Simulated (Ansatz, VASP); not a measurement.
# Ge in VASP and in Ansatz

INCAR

```
  PREC = Accurate
  ENCUT = 520
  EDIFF = 1E-6
  ISMEAR = 0
  SIGMA = 0.1
  LREAL = F
  LASPH = T
  NELM = 100
  ALGO = Fast
  ISIF = 2
  LWAVE = F
  LCHARG = F
  GGA = PS
  NBANDS = 13
```

Contents of KPOINTS:

```
Automatic mesh
0
Gamma
  16 16 16
```

File POSCAR:

```
Ge
1.0
    1.5119946478     -2.7403197402      0.0000000000
    1.5119946478      2.7403197402      0.0000000000
    0.0000000000      0.0000000000      2.7197628834
Ge
1
Direct
    0.5000000000      0.5000000000      0.0000000000
```

Input for Ansatz:

```yaml
crystal:
  lattice:
    - [1.5119946478, -2.7403197402, 0.0]
    - [1.5119946478, 2.7403197402, 0.0]
    - [0.0, 0.0, 2.7197628834]
  atoms:
    - { symbol: Ge, position: [0.5, 0.5, 0.0] }
basis:
  ecutwfc: 420
kpoints:
  mp_grid: { grid: [16, 16, 16] }
hamiltonian:
  xc: pbesol
scf:
  occupations: { method: gaussian, width: 0.1 }
output:
  forces: true
  stress: true
  eigenvalues: true
```

Alike in both runs: task single point; functional PBEsol; k mesh 16 × 16 × 16; occupations gaussian, width 0.1 eV; no spin polarisation.

|  | VASP | Ansatz |
| --- | --- | --- |
| version | VASP 6.6.1 | Ansatz 0.2.0 |
| potentials or method | VASP PAW PBE potentials, release 64 (Ge_d) | scalar-relativistic, plane waves, PAW |
| plane-wave cutoff (eV) | 520 | 420 |
| valence electrons in the cell | 14 | 14 |

|  | VASP | Ansatz | Ansatz less VASP |
| --- | --- | --- | --- |
| gap on the k mesh at the Fermi level (eV) | none | none | - |
| pressure (GPa) | -9.7 | -9.7 | -0.05 |
| largest component of the traceless stress (GPa) | 3.73 | 3.74 | +0.015 |

A gap of «none» marks a metal or a gap that the smearing closes.

Caveats: the PAW data sets were made with another functional, which shifts forces and pressure a little (VASP).
